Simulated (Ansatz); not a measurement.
Crystal: Sn.

```
Sn
1.0
    -1.72654    1.77555    2.33834
     1.72654   -1.77555    2.33834
     1.72654    1.77555   -2.33834
Sn
1
Cartesian
  0.0000 0.0000 0.0000
```

This isn't the form of Sn at room conditions, which is tetragonal (white tin).

```yaml
Program: Ansatz 0.2.0
Task: relaxation of cell and atoms
Functional: HSE06
Potentials_or_basis: Ansatz PAW
Cutoff: "420 eV (not typed: the program's choice for these potentials)"
k_mesh: 6 × 6 × 6
Occupations: fermi-dirac, width 0.05 eV
Spin: no spin polarisation
```

At the start: volume 28.67 Å³/atom.

Problem. Where does the relaxation end?

Solution. It ends after 11 steps and the volume is 27.36 Å³/atom (-4.6 %); space group Immm (No. 71, to 0.05 Å).

The path:
| step | energy change (eV) | largest force (eV/Å) | volume (Å³) |
| --- | --- | --- | --- |
| 1 | 0.0000 | 0.0000 | 28.67 |
| 2 | -0.0392 | 0.0000 | 27.73 |
| 3 | -0.0559 | 0.0000 | 27.06 |
| 4 | -0.0663 | 0.0000 | 27.61 |
| 5 | -0.0823 | 0.0000 | 27.63 |
| 6 | -0.0847 | 0.0000 | 27.26 |
| 7 | -0.0849 | 0.0000 | 27.33 |
| 8 | -0.0849 | 0.0000 | 27.35 |
| 9 | -0.0849 | 0.0000 | 27.35 |
| 10 | -0.0849 | 0.0000 | 27.36 |
| 11 | -0.0849 | 0.0000 | 27.36 |

Final structure:
```
Sn
1.0
    -1.65001    1.97425    2.09958
     1.65001   -1.97425    2.09958
     1.65001    1.97425   -2.09958
Sn
1
Direct
  0.00000 0.00000 0.00000
```

Caveat: the k mesh is coarse (spacing up to 0.42 Å⁻¹), so the values aren't converged, least of all with exact exchange; the plane-wave basis is chosen anew once the cell has moved, so the energies of steps on either side of that aren't comparable; the PAW data sets come from PBE, with cores solved anew for the run's functional, which leaves a small shift of forces and pressure.
